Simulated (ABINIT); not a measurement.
C, 2 atoms in the cell. It takes space group Fd-3m (No. 227, cubic). The conventional cell has a = 3.559 Å, b = 3.559 Å, c = 3.559 Å, α = 90.00°, β = 90.00°, γ = 90.00°. Around C (site symmetry -43m) lie 4 C at 1.54 Å. This isn't the form of C at room conditions, which is graphite. The cell isn't the ideal one: cell relaxed.

| Quantity | Value |
| --- | --- |
| Program | ABINIT 10.8.3 (patched build) |
| Task | single point |
| Functional | PBEsol |
| Potentials or basis | PseudoDojo NC SR PBEsol v0.4.1 standard |
| Cutoff | 1007 eV |
| k mesh | 10 × 10 × 10 |
| Occupations | fermi-dirac, width 0.05 eV |
| Spin | no spin polarisation |

Potentials or basis: PseudoDojo NC SR PBEsol v0.4.1 standard.

Launch:

```console
$ abinit run.abi > log 2>&1
```

Hardware: 1 thread of Intel(R) Xeon(R) Platinum 8559C (Emerald Rapids), with other jobs on the host.

Problem. How long does it take, and how much memory?

Solution. Run time: 5.2 s on 1 thread of Intel(R) Xeon(R) Platinum 8559C (Emerald Rapids) (shared host), peak memory 0.07 GiB. Counts: scf iterations 6, mpi ranks 1, k points 47, bands 8, plane waves 830.
